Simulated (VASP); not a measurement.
The system is Ga.

```
CELL_PARAMETERS angstrom
-1.65180 1.65180 1.65180
1.65180 -1.65180 1.65180
1.65180 1.65180 -1.65180
ATOMIC_POSITIONS crystal
Ga 0.00000 0.00000 0.00000
```

The cell was built by a generator and needn't be a form met in nature.

| Property | Result |
| --- | --- |
| Program | VASP 6.6.1 |
| Task | relaxation of cell and atoms |
| Functional | PBE |
| Potentials or basis | VASP PAW PBE potentials, release 64 (Ga_d) |
| Cutoff | 600 eV |
| k mesh | 16 × 16 × 16 |
| Occupations | methfessel-paxton, width 0.1 eV |
| Spin | no spin polarisation |

At the start: pressure 3.6 GPa; volume 18.03 Å³/atom.

Problem. Where does the relaxation end?

Solution. Over 5 steps the energy falls by 13.1 meV/atom and the volume is 19.24 Å³/atom (+6.7 %); space group Im-3m (No. 229, to 0.05 Å).

Step by step:
```
step  energy change (eV)  largest force (eV/Å)  pressure (GPa)  volume (Å³)
   1              0.0000                0.0000            3.61        18.03
   2             -0.0130                0.0000            0.41        19.11
   3             -0.0131                0.0000           -0.28        19.28
   4             -0.0131                0.0000            0.20        19.21
   5             -0.0131                0.0000            0.01        19.24
```

Final structure:
```cif
data_structure
_symmetry_space_group_name_H-M 'P 1'
_symmetry_Int_Tables_number 1
_cell_length_a 2.9239
_cell_length_b 2.9239
_cell_length_c 2.9239
_cell_angle_alpha 109.471
_cell_angle_beta 109.471
_cell_angle_gamma 109.471
_cell_volume 19.24
loop_
_atom_site_label
_atom_site_type_symbol
_atom_site_fract_x
_atom_site_fract_y
_atom_site_fract_z
_atom_site_occupancy
Ga1 Ga 0.00000 0.00000 0.00000 1
```
